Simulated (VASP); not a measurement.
# C (Fd-3m) in VASP: notebook

One crystal, C, is run at these levels: LDA; tasks: relaxation of the atoms.

All numbers are computed with VASP 6.6.1; they aren't measurements. Logs are shortened: lines on timing, memory, paths and dates and some standing lists are left out, and cuts for length are marked.

### 1 The undisturbed crystal

The structure is cubic, space group Fd-3m (No. 227). The conventional cell has a = 3.567 Å, b = 3.567 Å, c = 3.567 Å, α = 90.00°, β = 90.00°, γ = 90.00°. C (site symmetry -43m) is surrounded by 4 C at 1.54 Å.

This isn't the form of C at room conditions, which is graphite.

### 2 Relaxation of the atoms, LDA (a relaxed cell with its volume scaled by 1.04)

Contents of INCAR:

```
PREC = Accurate
ENCUT = 600
EDIFF = 1E-7
ISMEAR = 0
SIGMA = 0.03
LREAL = F
LASPH = T
NELM = 80
ALGO = Normal
ISIF = 2
LWAVE = F
LCHARG = F
GGA = CA
IBRION = 2
NSW = 40
EDIFFG = -0.01
```

Contents of KPOINTS:

```
regular mesh
0
Gamma
  14 14 14
```

Contents of POSCAR:

```
C                                       
1.0
    0.0000000000      1.7902143312      1.7902143312
    1.7902143312      0.0000000000      1.7902143312
    1.7902143312      1.7902143312      0.0000000000
  C             
     2
Direct
     0.0000000000000000    0.0000000000000000    0.0000000000000000
     0.2500000000000000    0.2500000000000000    0.2500000000000000
```

Potentials or basis: VASP PAW LDA potentials, release 64 (C).

On the command line:

```sh
$ cat potpaw_LDA.64/C/POTCAR > POTCAR
$ mpirun -np 1 vasp_std > vasp.out
```

OUTCAR:

```text
PREC = Accurate
   ENCUT = 600
   EDIFF = 1E-7
   ISMEAR = 0
   LREAL = F
   LASPH = T
   NELM = 80
   ISIF = 2
   GGA = CA
   IBRION = 2
   NSW = 40
   EDIFFG = -0.01

 ion  position               nearest neighbor table
   1  0.000  0.000  0.000-   2 1.55   2 1.55   2 1.55   2 1.55
   2  0.250  0.250  0.250-   1 1.55   1 1.55   1 1.55   1 1.55

  LATTYP: Found a face centered cubic cell.
 ALAT       =     3.5804286624

  Lattice vectors:

 A1 = (   0.0000000000,   1.7902143312,   1.7902143312)
 A2 = (   1.7902143312,   0.0000000000,   1.7902143312)
 A3 = (   1.7902143312,   1.7902143312,   0.0000000000)

Analysis of symmetry for initial positions (statically):
=====================================================================
 Subroutine PRICEL returns:
 Original cell was already a primitive cell.

 Routine SETGRP: Setting up the symmetry group for a
 face centered cubic supercell.

 Subroutine GETGRP returns: Found 48 space group operations
 (whereof 24 operations were pure point group operations)
 out of a pool of 48 trial point group operations.

The static configuration has the point symmetry T_d .
 The point group associated with its full space group is O_h .

Analysis of symmetry for dynamics (positions and initial velocities):
=====================================================================
 Subroutine PRICEL returns:
 Original cell was already a primitive cell.

 Routine SETGRP: Setting up the symmetry group for a
 face centered cubic supercell.

 Subroutine GETGRP returns: Found 48 space group operations
 (whereof 24 operations were pure point group operations)
 out of a pool of 48 trial point group operations.

The dynamic configuration has the point symmetry T_d .
 The point group associated with its full space group is O_h .

 Subroutine INISYM returns: Found 48 space group operations
 (whereof 24 operations are pure point group operations),
 and found     1 'primitive' translations

----------------------------------------------------------------------------------------

                                     Primitive cell

  volume of cell :      11.4748

  direct lattice vectors                    reciprocal lattice vectors
     0.000000000  1.790214331  1.790214331    -0.279296167  0.279296167  0.279296167
     1.790214331  0.000000000  1.790214331     0.279296167 -0.279296167  0.279296167
     1.790214331  1.790214331  0.000000000     0.279296167  0.279296167 -0.279296167

  length of vectors
     2.531745387  2.531745387  2.531745387     0.483755151  0.483755151  0.483755151
[... 88 lines left out ...]
   ISYM   =      2    0-nonsym 1-usesym 2-fastsym
   POTIM  = 0.5000    time-step for ionic-motion
   TEBEG  =    0.0;   TEEND  =   0.0 temperature during run
   PSTRESS=    0.0 pullay stress
   NELECT =       8.0000    total number of electrons
   NUPDOWN=      -1.0000    fix difference up-down
   EMIN   =  10.00;   EMAX   =-10.00  energy-range for DOS
   EFERMI =   0.00;   METHOD = LEGACY
   ISMEAR =     0;   SIGMA  =   0.03  broadening in eV -4-tet -1-fermi 0-gaus
   EFERMI_NEDOS =   21; number of points for ismear=-14 and -15
   IALGO  =     38    algorithm
   IMIX   =      4    mixing-type and parameters
     AMIX     =   0.40;   BMIX     =  1.00
     AMIX_MAG =   1.60;   BMIX_MAG =  1.00
  volume/ion in A,a.u.               =       5.74        38.72
  Fermi-wavevector in a.u.,A,eV,Ry     =   1.451632  2.743186 28.670670  2.107235
  Thomas-Fermi vector in A             =   2.569107
   LORBIT       =      0    0 simple, 1 ext, 2 COOP (PROOUT), +10 PAW based schemes
   GGA     = CA    functional components
   LHFCALC =     F    Hartree Fock is set to
   AEXX    =    0.0000 exact exchange contribution
   IVDW    =     0    specifies the selected vdW correction
   LEPSILON=     F    determine dielectric tensor
   LRPA    =     F    only Hartree local field effects (RPA)
 conjugate gradient relaxation of ions
 non-spin polarized calculation
 Gauss-broadening in eV      SIGMA  =   0.03
  energy-cutoff  :      600.00
  volume of cell :       11.47
 maximum number of plane-waves:       393
   NGX = 11   NGY = 11   NGZ = 11

 number of electron       7.9999999 magnetization

 Free energy of the ion-electron system (eV)
  ---------------------------------------------------
  ext. energy  EPLUGINS =         0.00000000
  ---------------------------------------------------
  free energy    TOTEN  =       -20.23006720 eV

  energy without entropy =      -20.23006720  energy(sigma->0) =      -20.23006720

 E-fermi :   9.6873     XC(G=0): -13.4441

 val. band max:        9.5541150686   @ k =   0.0000   0.0000   0.0000
 cond. band min:      13.6250526204   @ k =   0.3571   0.3571   0.0000
 fundamental gap:      4.0709375519
 Fermi energy:         9.6872645344

 k-point     1 :       0.0000    0.0000    0.0000
  band No.  band energies     occupation
      1     -11.6111      2.00000
      2       9.5541      2.00000
      3       9.5541      2.00000
      4       9.5541      2.00000
      5      15.0649      0.00000
      6      15.0649      0.00000
      7      15.0649      0.00000
      8      22.8485      0.00000
[... 243 lines left out ...]
 k-point    24 :       0.2857    0.1429    0.0000
  band No.  band energies     occupation
      1      -9.5770      2.00000
      2       3.6427      2.00000
      3       6.2803      2.00000
      4       7.0154      2.00000
      5      15.3869      0.00000
      6      19.3943      0.00000
      7      19.4575      0.00000
      8      21.7646      0.00000

 [... further k-points ...]

------------------------ aborting loop because EDIFF is reached ----------------------------------------

  FORCE on cell =-STRESS in cart. coord.  units (eV):
  Direction    XX          YY          ZZ          XY          YZ          ZX
  --------------------------------------------------------------------------------------
  -------------------------------------------------------------------------------------
  Total       -1.2257926     -1.2257926     -1.2257926      0.0000000      0.0000000     -0.0000000
  in kB     -171.1521974   -171.1521974   -171.1521974      0.0000000      0.0000000     -0.0000000
  external PRESSURE =    -171.1521974 kB  Pullay stress =       0.0000000 kB

 VOLUME and BASIS-vectors are now :
 -----------------------------------------------------------------------------
  energy-cutoff  :      600.00
  volume of cell :       11.47
      direct lattice vectors                 reciprocal lattice vectors
     0.000000000  1.790214331  1.790214331    -0.279296167  0.279296167  0.279296167
     1.790214331  0.000000000  1.790214331     0.279296167 -0.279296167  0.279296167
     1.790214331  1.790214331  0.000000000     0.279296167  0.279296167 -0.279296167

 POSITION                                       TOTAL-FORCE (eV/Angst)
 -----------------------------------------------------------------------------------
      0.00000      0.00000      0.00000        -0.000000     -0.000000     -0.000000
      0.89511      0.89511      0.89511         0.000000      0.000000      0.000000
 -----------------------------------------------------------------------------------
    total drift:                                0.000000      0.000000      0.000000

  FREE ENERGIE OF THE ION-ELECTRON SYSTEM (eV)
  ---------------------------------------------------
  free  energy   TOTEN  =       -20.2300671973 eV

  energy  without entropy=      -20.2300671973  energy(sigma->0) =      -20.23006720

 reached required accuracy - stopping structural energy minimisation
```

OSZICAR:

```text
N       E                     dE             d eps       ncg     rms          rms(c)
DAV:   1    -0.194060993463E+00   -0.19406E+00   -0.55395E+03  1712   0.111E+03
DAV:   2    -0.208523017975E+02   -0.20658E+02   -0.19323E+02  2584   0.117E+02
DAV:   3    -0.210053216970E+02   -0.15302E+00   -0.15302E+00  1824   0.132E+01
DAV:   4    -0.210055906292E+02   -0.26893E-03   -0.26893E-03  2384   0.603E-01
DAV:   5    -0.210055907056E+02   -0.76390E-07   -0.76390E-07  1784   0.739E-03    0.557E+00
DAV:   6    -0.204318396219E+02    0.57375E+00   -0.46579E-01  1720   0.525E+00    0.324E+00
DAV:   7    -0.202309057618E+02    0.20093E+00   -0.51784E-01  2064   0.552E+00    0.707E-01
DAV:   8    -0.202300656200E+02    0.84014E-03   -0.22873E-03  1712   0.577E-01    0.278E-02
DAV:   9    -0.202300658344E+02   -0.21441E-06   -0.11069E-05  2080   0.380E-02    0.243E-02
DAV:  10    -0.202300672100E+02   -0.13756E-05   -0.58343E-07  1896   0.879E-03    0.325E-03
DAV:  11    -0.202300671973E+02    0.12776E-07   -0.22804E-08  1296   0.143E-03
   1 F= -.20230067E+02 E0= -.20230067E+02  d E =-.202301E+02
```

Wall time 7.8 s (1 thread of Intel Xeon Platinum 8488C (Sapphire Rapids), shared host); peak memory 0.12 GiB.

What came out:

| Item | Value |
| --- | --- |
| Free energy | -20.2301 eV |
| Pressure after relaxing | -17.1 GPa |
| Band gap on the k mesh | 4.07 eV, indirect (least direct gap 5.51 eV) |

Final structure:
```yaml
crystal:
  lattice:
    - [0.00000, 1.79021, 1.79021]
    - [1.79021, 0.00000, 1.79021]
    - [1.79021, 1.79021, 0.00000]
  atoms:
    - { symbol: C, position: [0.00000, 0.00000, 0.00000] }
    - { symbol: C, position: [0.25000, 0.25000, 0.25000] }
```

Caveat: the relaxation stopped at its first step, so nothing moved. A k mesh can miss the band edges.

### 3 Relaxation of the atoms, LDA (a relaxed cell with its volume scaled by 1.06)

INCAR is that of step 2.

KPOINTS is that of step 2.

Contents of POSCAR:

```
C                                       
1.0
    0.0000000000      1.8016172777      1.8016172777
    1.8016172777      0.0000000000      1.8016172777
    1.8016172777      1.8016172777      0.0000000000
  C             
     2
Direct
     0.0000000000000000    0.0000000000000000    0.0000000000000000
     0.2500000000000000    0.2500000000000000    0.2500000000000000
```

Potentials or basis: VASP PAW LDA potentials, release 64 (C).

On the command line:

```sh
$ cat potpaw_LDA.64/C/POTCAR > POTCAR
$ mpirun -np 1 vasp_std > vasp.out
```

Wall time 7.6 s (1 thread of Intel Xeon Platinum 8488C (Sapphire Rapids), shared host); peak memory 0.11 GiB.

The run converged. Its results:

```
Free energy             : -20.2023 eV
Pressure after relaxing : -24.5 GPa
Band gap on the k mesh  : 4.03 eV, indirect (least direct gap 5.46 eV)
```

Final structure:
```
C
1.0
     0.00000    1.80162    1.80162
     1.80162    0.00000    1.80162
     1.80162    1.80162    0.00000
C
2
Direct
  0.00000 0.00000 0.00000
  0.25000 0.25000 0.25000
```

Levels at points of the mesh, in eV from the valence-band top:
```
           k point  band 2  band 3  band 4  band 5  band 6  band 7
(0.00, 0.00, 0.00)    0.00    0.00    0.00    5.46    5.46    5.46
(0.50, 0.00, 0.00)  -13.03   -2.71   -2.71    8.25    8.25    8.60
(0.50, 0.50, 0.00)  -12.40   -6.11   -6.11    4.64    4.64   16.17
```

Caveat: the relaxation stopped at its first step, so nothing moved.
